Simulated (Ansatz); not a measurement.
# CuO (zincblende type): how the settings move a single-point run

Question: which choices in the input matter for CuO (zincblende type)?

Computed with Ansatz 0.2.0 (reference: DFT, LDA, PAW with Ansatz's default frozen-core files, scalar-relativistic, unless a step's input says otherwise).

3 further runs of the same task are left out: 2 that didn't finish, 1 set aside as unsound or not needed.

**1. The system as given**

It takes space group F-43m (No. 216, cubic). The conventional cell has a = 4.524 Å, b = 4.524 Å, c = 4.524 Å, α = 90.00°, β = 90.00°, γ = 90.00°. Around Cu (site symmetry -43m) lie 4 O at 1.96 Å. Around O (site symmetry -43m) lie 4 Cu at 1.96 Å.

As a file:

```cif
data_structure
_symmetry_space_group_name_H-M 'P 1'
_symmetry_Int_Tables_number 1
_cell_length_a 3.1987
_cell_length_b 3.1987
_cell_length_c 3.1987
_cell_angle_alpha 60.000
_cell_angle_beta 60.000
_cell_angle_gamma 60.000
_cell_volume 23.14
loop_
_atom_site_label
_atom_site_type_symbol
_atom_site_fract_x
_atom_site_fract_y
_atom_site_fract_z
_atom_site_occupancy
Cu1 Cu 0.00000 0.00000 0.00000 1
O1 O 0.25000 0.25000 0.25000 1
```

**2. Baseline**

input.yaml reads:

```yaml
crystal:
  lattice:
    - [0.0, 2.2618016073, 2.2618016073]
    - [2.2618016073, 0.0, 2.2618016073]
    - [2.2618016073, 2.2618016073, 0.0]
  atoms:
    - { symbol: Cu, position: [0.0, 0.0, 0.0] }
    - { symbol: O, position: [0.25, 0.25, 0.25] }
kpoints:
  mp_grid: { grid: [16, 16, 16] }
  band_path:
    path:
      - [0.0, 0.0, 0.0]
      - [-0.5, -0.5, 0.0]
      - [-0.375, -0.375, 0.25]
      - [-0.375, 0.0, 0.375]
      - [0.0, 0.0, 0.0]
      - [0.0, 0.0, 0.5]
      - [-0.5, -0.25, 0.25]
      - [-0.5, -0.5, 0.0]
    npoints: 5
scf:
  occupations: { method: fermi_dirac, width: 0.05 }
hamiltonian:
  xc: lda
  pseudopotentials: { kind: paw }
output:
  forces: true
  stress: true
  eigenvalues: true
  efg: { contact_densities: true }
```

Command:

```sh
> ansatz run input.yaml --threads 1 --pin off --max-ram 2048MiB --backend cpu --events-out ev --progress --plain --runs-dir out
```

**3. Changing settings: symmetry.detect false, mp_grid.grid [8, 8, 8], dr2_threshold 1.0e-06**

input.yaml: that of step 2 with these lines changed.

```diff
@@ -8,4 +8,5 @@
     - { symbol: O, position: [0.25, 0.25, 0.25] }
+  symmetry: { detect: false }
 kpoints:
-  mp_grid: { grid: [16, 16, 16] }
+  mp_grid: { grid: [8, 8, 8] }
   band_path:
@@ -23,2 +24,3 @@
   occupations: { method: fermi_dirac, width: 0.05 }
+  convergence: { dr2_threshold: 1.0e-06 }
 hamiltonian:
@@ -31 +33,5 @@
   efg: { contact_densities: true }
+  write_density: true
+  write_potential: true
+  elf: true
+  volumetric_format: npy
```

Q: Predict the outcome of this session. Wanted: for each run, ending; energy change; pressure; gap; force.

**Answer**, as computed:

```tsv
run	ending	energy change	pressure (GPa)	gap (eV)	force (eV/Å)	cycles	time
reference	converged	0	-12.9	0.00	0.00	7	8 s
1: symmetry.detect false, mp_grid.grid [8, 8, 8], dr2_threshold 1.0e-06	converged	-1.5 meV/atom	-13.0	0.00	0.00	6	11 s
```

Times don't compare one to one where runs were asked for different outputs or read a saved state (see the inputs); cycles may leave out searches for a lower state.

Residual by cycle in the longest SCF loop of each run; runs are numbered as in the table. The quantity is the density residual dr2, in eV.

```tsv
cycle	reference	run 1
1	0.0665	0.0659
2	0.0797	0.0924
3	0.00166	0.00357
4	2.4e-5	1.4e-5
5	4.4e-6	2.1e-6
6	1.2e-6	3.9e-7
7	3.6e-8	-
```

What this shows: Changing the use of symmetry, k-point mesh and convergence setting moves the energy by -1.5 meV/atom. The energy is not variational in the mesh, so the sign tells nothing. Of the settings changed, the mesh is the one that moves energies this far. The structure is not at rest: the sound run finds -13 GPa, so these are no properties of the relaxed crystal. 
